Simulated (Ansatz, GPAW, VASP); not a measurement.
# One calculation of Al, 3 ways

```
Al
1.0
     0.00000    2.02481    2.02481
     2.02481    0.00000    2.02481
     2.02481    2.02481    0.00000
Al
1
Cartesian
  0.0000 0.0000 0.0000
```

Alike in all runs: task band structure; functional RPBE; k mesh 11 × 11 × 11; occupations fermi-dirac, width 0.05 eV; no spin polarisation; no spin-orbit coupling. Pressure is positive in compression and, in plane waves, holds the error of the finite cutoff.

```csv
program and potentials,plane-wave cutoff (eV),notes,band gap (eV),pressure (GPa)
"Ansatz, all-electron LAPW, scalar-relativistic",-,-,?,?
"VASP, PBE PAW files Al, 520 eV",520,potentials made for PBE,no gap,0.83
"GPAW, the program's PAW data sets (release 1.2.1) made for this functional",600,-,no gap,1.17
```

Estimate from the other rows what the run with Ansatz, all-electron LAPW, scalar-relativistic gave.

No band gap; pressure 1.04 GPa. The other rows, which needn't bracket it: pressure 0.83 to 1.17.
